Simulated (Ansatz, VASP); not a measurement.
Given: the input of a run of Ansatz 0.2.0 on CdS.

input.yaml

```yaml
crystal:
  lattice:
    - [0.0, 2.8072428857, 2.8072428857]
    - [2.8072428857, 0.0, 2.8072428857]
    - [2.8072428857, 2.8072428857, 0.0]
  atoms:
    - { symbol: Cd, position: [0.0, 0.0, 0.0] }
    - { symbol: S, position: [0.5, 0.5, 0.5] }
kpoints:
  mp_grid: { grid: [8, 8, 8] }
scf:
  occupations: { method: fermi_dirac, width: 0.05 }
hamiltonian:
  xc: pbe
  pseudopotentials: { kind: all_electron, lapw: { basis_error: 0.0005 } }
output:
  forces: true
  stress: true
  eigenvalues: true
```

Potentials or basis: all-electron LAPW, scalar-relativistic.

Run with:

```sh
$ ansatz run input.yaml --threads 1 --pin off --max-ram 2560MiB --backend cpu --events-out ev --progress --plain --runs-dir out
```

Question: Translate it to VASP 6.6.1. Potentials there: VASP PAW PBE potentials, release 64 (Cd, S).

Answer: As run (the cutoff follows the program's own potentials):

Contents of INCAR:

```
  PREC = Accurate
  ENCUT = 520
  EDIFF = 1E-6
  ISMEAR = -1
  SIGMA = 0.05
  LREAL = F
  LASPH = T
  NELM = 100
  ALGO = Normal
  ISIF = 2
  LWAVE = F
  LCHARG = F
  GGA = PE
  NBANDS = 16
```

KPOINTS

```
Automatic mesh
0
Gamma
  8 8 8
```

The input POSCAR:

```
CdS
1.0
    0.0000000000      2.8072428857      2.8072428857
    2.8072428857      0.0000000000      2.8072428857
    2.8072428857      2.8072428857      0.0000000000
Cd S
1 1
Direct
    0.0000000000      0.0000000000      0.0000000000
    0.5000000000      0.5000000000      0.5000000000
```

Potentials or basis: VASP PAW PBE potentials, release 64 (Cd, S).

Launch:

```console
$ cat potpaw_PBE.64/Cd/POTCAR potpaw_PBE.64/S/POTCAR > POTCAR
$ mpirun -np 1 vasp_std > vasp.out
```

Both were run:

|  | VASP | Ansatz | Ansatz less VASP |
| --- | --- | --- | --- |
| gap on the k mesh at the Fermi level (eV) | 0.25 | 0.26 | +0.009 |
| least direct gap on the mesh (eV) | 1.18 | 1.20 | +0.020 |
| pressure (GPa) | -3.7 | -4.0 | -0.27 |

Ansatz ran all-electron here, so the differences hold the error of VASP's frozen core and of both bases.
